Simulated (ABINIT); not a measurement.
# Ge: single point with LDA

The system is Ge.

```
CELL_PARAMETERS angstrom
-2.57449 2.57449 1.39741
2.57449 -2.57449 1.39741
2.57449 2.57449 -1.39741
ATOMIC_POSITIONS crystal
Ge 0.50000 0.50000 0.00000
Ge 0.25000 0.75000 0.50000
```

This isn't the form of Ge at room conditions, which is diamond.

```json
{
  "Program": "ABINIT 10.8.3 (patched build)",
  "Task": "single point",
  "Functional": "LDA",
  "Potentials or basis": "JTH PAW LDA v2.0",
  "Cutoff": "544 eV",
  "k mesh": "4 × 4 × 4",
  "Occupations": "fermi-dirac, width 0.05 eV",
  "Spin": "no spin polarisation"
}
```

```json
{
  "Band gap on the k mesh": "none (metal or under the smearing width)",
  "Valence electrons inside the program's atomic spheres": "Ge 12.26 (radii [1.2196] Å)"
}
```

Levels at points of the mesh, in eV from the Fermi level:
| k point | band 11 | band 12 | band 13 | band 14 | band 15 | band 16 | band 17 | band 18 |
| --- | --- | --- | --- | --- | --- | --- | --- | --- |
| (0.00, 0.00, 0.00) | -13.25 | -4.12 | -2.26 | -2.26 | 3.49 | 7.57 | 7.57 | 8.30 |
| (0.50, 0.00, 0.00) | -8.04 | -6.33 | -2.63 | -1.93 | -1.27 | 2.65 | 3.58 | 5.54 |
| (0.50, 0.50, 0.00) | -10.52 | -10.52 | 0.69 | 0.69 | 1.96 | 1.96 | 7.53 | 7.53 |
| (0.50, 0.50, 0.50) | -8.86 | -8.86 | -5.80 | -5.80 | 6.21 | 6.21 | 10.91 | 10.91 |

Run time: 9.6 s on 1 thread of Arm Neoverse V1 (shared host), peak memory 0.11 GiB.

Caveat: the k mesh is coarse (spacing up to 0.64 Å⁻¹), so the values aren't converged.
